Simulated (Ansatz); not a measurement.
G0W0 rungs for BN (P6_3/mmc).

```xyz
4
Lattice="2.5040 0.0000 0.0000 -1.2520 2.1685 0.0000 0.0000 0.0000 6.6612" Properties=species:S:1:pos:R:3 pbc="T T T"
B     0.0000    1.4457    1.6653
B     1.2520    0.7228    4.9959
N     0.0000    1.4457    4.9959
N     1.2520    0.7228    1.6653
```

The cell and positions come from the Crystallography Open Database and are kept as given unless a step says otherwise. PAW set soft_2, made with PBE.

Runs so far (Ansatz 0.2.0, start PBE, default PAW files, 9×9×2 mesh). Times are wall times on 1 × NVIDIA H100 80GB HBM3 (shared by 6 runs) with 2 threads of AMD EPYC 7R13 (Zen 3), shared host, good to a factor of about two.

```
bands summed  cutoff (eV)  gap on the mesh (eV)  time
          46           60                 5.816  13 s
         115          120                 5.909  12 s
```

Q: What should the next rung give, with 240 bands and screening to 200 eV, and where is the limit?

The error falls about as one over the bands when the cutoff rises with them. A line through the two highest rungs given predicts 5.941 eV; the run gave 6.057 eV, a miss of 0.116 eV, so the law fails here: the steps don't follow it yet. The two highest rungs put the limit near 6.193 eV, the pair below near 5.971 eV; neither can be trusted until a further rung is run.

Gaps are over the mesh's points; an edge off the mesh would be missed. Limits: not at the basis limit; coarse k mesh.

[Paths, hosts, dates, memory and timing lines, banners, echoed tables and standing remarks are left out of the program output.]

[Logs are printed without paths, hosts, clocks, repeated set-up lines and the standing remarks that a program may print on its own settings, such as how far it seeks lower states.]

[Runs of the session that timed out or met a known fault of the program may be left out.]

[Cells called generated may have been cut or substituted from an entry of the Crystallography Open Database or the Materials Project.]

[Hosts, paths, dates, database ids (printed as entryN), source tags and the programs' standing remarks are cut or masked in the printed files.]
